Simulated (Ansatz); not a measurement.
Runs of Ansatz 0.2.0 on ZrN. The structure is cubic, space group Fm-3m (No. 225). The conventional cell has a = 4.600 Å, b = 4.600 Å, c = 4.600 Å, α = 90.00°, β = 90.00°, γ = 90.00°. Zr (site symmetry m-3m) has 6 N at 2.30 Å as nearest neighbours. Around N (site symmetry m-3m) lie 6 Zr at 2.30 Å. 

```csv
task,level,potentials or basis,spin,cell,k mesh,cutoff (eV),smearing,basis error allowed,gap on the mesh (eV),pressure (GPa),V0 of scaled cells (Å³/atom),B0 (GPa)
single point,PBE,"all-electron LAPW, scalar-relativistic",off,"atoms moved at random, drawn with an rms of 0.05 Å",10 × 10 × 10,286,fermi-dirac 0.05 eV,0.001 eV/atom,none,-0.7,-,-
single point,PBE,"all-electron LAPW, scalar-relativistic",off,as given,10 × 10 × 10,281,fermi-dirac 0.05 eV,0.001 eV/atom,none,(a),-,-
equation of state,PBE+D3(BJ),"all-electron LAPW, relativistic spinors","SOC, no magnetisation",as given,7 × 7 × 7,-,tetrahedron,0.001 eV/atom,-,-,(b),263
equation of state,PBE,"all-electron LAPW, scalar-relativistic",off,as given,10 × 10 × 10,-,fermi-dirac 0.05 eV,0.0005 eV/atom,-,-,12.13,249
```

Q: Fill in the values left out.

A: (a) -0.8; (b) 11.85.

Caveats: with tetrahedron occupations forces and stress needn't match the slope of the energy (some runs).

A k mesh can miss the band edges, and rows without SOC leave out spin-orbit coupling on Zr.

A gap of «none» marks a metal or a gap under the smearing width.
